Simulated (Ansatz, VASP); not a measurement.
**One calculation of Zr, two programs**

```
CELL_PARAMETERS angstrom
0.00000 2.25500 2.25500
2.25500 0.00000 2.25500
2.25500 2.25500 0.00000
ATOMIC_POSITIONS crystal
Zr 0.00000 0.00000 0.00000
```

Alike in both runs: task electric field gradients; functional PBE; k mesh 13 × 13 × 13; occupations fermi-dirac, width 0.05 eV; no spin polarisation.

|  | VASP | Ansatz |
| --- | --- | --- |
| version | VASP 6.6.1 | Ansatz 0.2.0 |
| potentials or method | VASP PAW PBE potentials, release 64 (Zr_sv) | PAW with Ansatz's default frozen-core files, scalar-relativistic |
| plane-wave cutoff (eV) | 520 | 420 |
| valence electrons in the cell | 12 | 12 |

```tsv
	VASP	Ansatz	Ansatz less VASP
pressure (GPa)	1.2	1.2	-0.02
Vzz of the field gradient on the site that differs most (V/Å²)	0.0	0.0	0.00
```

With one functional, cell and mesh, what is left measures potentials, basis and numerics. Ansatz warned: «gradients_without_spin_orbit».
